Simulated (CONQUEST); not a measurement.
Set up this calculation in CONQUEST 1.3, as the native input.

```yaml
Task: single point
Functional: PBE
Potentials_or_basis: PseudoDojo NC PBE, DZP, grid cutoff 150 Ha
k_mesh: 6 × 6 × 4
Occupations: fermi-dirac, width 0.05 eV
Spin: no spin polarisation
Solver: diagonalisation
SCF_tolerance: 1e-06
```

The system is SiO2.

```
CELL_PARAMETERS angstrom
4.95458 0.00000 0.00000
0.00000 4.95458 0.00000
0.00000 0.00000 7.31134
ATOMIC_POSITIONS crystal
Si 0.00369 0.49995 0.24623
Si 0.50369 0.99995 0.74623
Si 0.49967 0.50977 0.49546
Si 0.99967 0.00977 0.99546
O 0.40881 0.24814 0.62656
O 0.90881 0.74814 0.12656
O 0.25766 0.91004 0.87562
O 0.75766 0.41004 0.37562
O 0.24238 0.59454 0.37267
O 0.74238 0.09454 0.87267
O 0.09730 0.25507 0.12699
O 0.59730 0.75508 0.62699
```

The cell comes from a database or a generator and needn't be the stable form of this composition.

The cell isn't the ideal one: atoms moved at random, drawn with an rms of 0.05 Å.

One way to write it, as run:

Conquest_input

```
IO.Title SiO2
IO.Coordinates coords.dat
IO.FractionalAtomicCoords T
IO.Iprint 2
IO.Iprint_init 1
General.NumberOfSpecies 2
General.PseudopotentialType hamann
AtomMove.TypeOfRun static
AtomMove.FullStress T
Grid.GridCutoff 150
DM.SolutionMethod diagon
Diag.MPMesh T
Diag.GammaCentred T
Diag.MPMeshX 6
Diag.MPMeshY 6
Diag.MPMeshZ 4
Diag.kT 0.00183747
minE.SCTolerance 1e-6
SC.MaxIters 100
IO.AtomChargeOutput T
%block ChemicalSpeciesLabel
1 28.090 Si
2 16.000 O
%endblock
```

coords.dat

```
    9.3628010105     0.0000000000     0.0000000000
    0.0000000000     9.3628010105     0.0000000000
    0.0000000000     0.0000000000    13.8164348981
12
  0.0036885000   0.4999495000   0.2462275000 1 T T T
  0.5036885000   0.9999495000   0.7462275000 1 T T T
  0.4996675000   0.5097715000   0.4954645000 1 T T T
  0.9996675000   0.0097715000   0.9954645000 1 T T T
  0.4088055000   0.2481375000   0.6265575000 2 T T T
  0.9088055000   0.7481375000   0.1265575000 2 T T T
  0.2576645000   0.9100435000   0.8756195000 2 T T T
  0.7576645000   0.4100435000   0.3756195000 2 T T T
  0.2423850000   0.5945380000   0.3726690000 2 T T T
  0.7423850000   0.0945380000   0.8726690000 2 T T T
  0.0972980000   0.2550750000   0.1269920000 2 T T T
  0.5972980000   0.7550750000   0.6269920000 2 T T T
```

Potentials or basis: PseudoDojo NC PBE, DZP, grid cutoff 150 Ha.

Launch:

```bash
$ Conquest
```

It gave:

```json
{"Pressure": "8.8 GPa", "Largest force": "2.880 eV/Å", "Band gap on the k mesh": "6.28 eV", "Mulliken charges": "Si +0.70, +0.88; O -0.42, -0.41, -0.37, -0.38 e"}
```

Caveat: Mulliken charges move with the basis; the box holds several primitive cells, so bands are folded and the points are those of the box's own zone; the basis of atomic orbitals isn't converged, which shifts pressures, moduli and gaps.

Run time: 110 s on 1 thread of Intel(R) Xeon(R) 6975P-C (Granite Rapids), with other jobs on the host, peak memory 1.4 GiB.
